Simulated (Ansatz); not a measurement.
Input and command of a plane-wave DFT calculation in Ansatz:

```yaml
crystal:
  lattice:
    - [5.0547468302, 0.0917212907, 0.1546917859]
    - [0.0917212907, 4.481469311, -0.0193350686]
    - [0.1040081124, -0.0130000696, 3.4450553927]
  atoms:
    - { symbol: Sn, position: [0.0084933279, -0.0238750864, -0.0763852972] }
    - { symbol: Sn, position: [0.5188357034, 0.6093485772, 0.5773752352] }
    - { symbol: O, position: [0.2655579437, 0.3035250454, -0.0161666642] }
    - { symbol: O, position: [0.1514135426, 0.7878522732, 0.5237769769] }
    - { symbol: O, position: [0.6807421968, 0.6799411722, -0.0631879102] }
    - { symbol: O, position: [0.8749572855, 0.1432080184, 0.5545876594] }
basis:
  ecutwfc: 500
kpoints:
  mp_grid: { grid: [6, 6, 8] }
hamiltonian:
  xc: r2scan
scf:
  occupations: { method: gaussian, width: 0.05 }
output:
  forces: true
  stress: true
  eigenvalues: true
```

```bash
ansatz run input.yaml --threads 1 --pin off --max-ram 2560MiB --backend cpu --events-out ev --progress --plain --runs-dir out
```

Processor: Intel(R) Xeon(R) 6975P-C (Granite Rapids), 1 thread, on a host shared with other jobs.

Q: How long does it run, and how much memory does it take?

A: About 39 s on 1 thread of Intel(R) Xeon(R) 6975P-C (Granite Rapids) (shared host), peak memory 0.72 GiB. It solves 32 bands at 148 k points (the mesh reduced by symmetry) with about 1983 plane waves, in 9 SCF iterations.
